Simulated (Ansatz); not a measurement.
**Ag under changes of volume**

One of the cells (17.048 Å³/atom); the others are scaled copies at fixed shape and fractional positions:

```
Ag
1.0
     0.00000    2.04275    2.04275
     2.04275    0.00000    2.04275
     2.04275    2.04275    0.00000
Ag
1
Direct
  0.00000 0.00000 0.00000
```

* Program: Ansatz 0.2.0
* Functional: PBE
* Dispersion: D3(BJ)
* Potentials or basis: Ansatz PAW
* Cutoff: 420 eV (not typed: the program's choice for these potentials)
* k mesh: 11 × 11 × 11
* Occupations: fermi-dirac, width 0.05 eV
* Spin: no spin polarisation

```csv
volume (Å³/atom),energy over the lowest point (meV/atom),pressure (GPa)
16.025,14.97,6.5
16.366,?,?
16.707,0.00,0.9
17.048,0.64,-1.3
17.389,5.71,-3.2
17.730,14.61,-4.9
18.071,26.77,-6.3
```

Task: What does the run at 16.366 Å³/atom give?

Result: Energy over the lowest point 4.53 meV/atom; pressure 3.5 GPa.

Worked out: A Birch-Murnaghan fit of order 3 (a polynomial in V^(-2/3)) to the other rows has its minimum at 16.83 Å³/atom with B0 = V·E''(V) = 113 GPa and B' = 6.3. It gives 4.51 meV/atom at 16.366 Å³/atom, against the run's 4.53, and -dE/dV = 3.4 GPa, against 3.5.

Energies are extrapolated to zero smearing.

Caveats: pairwise dispersion overbinds metals, which lowers pressure and volume.
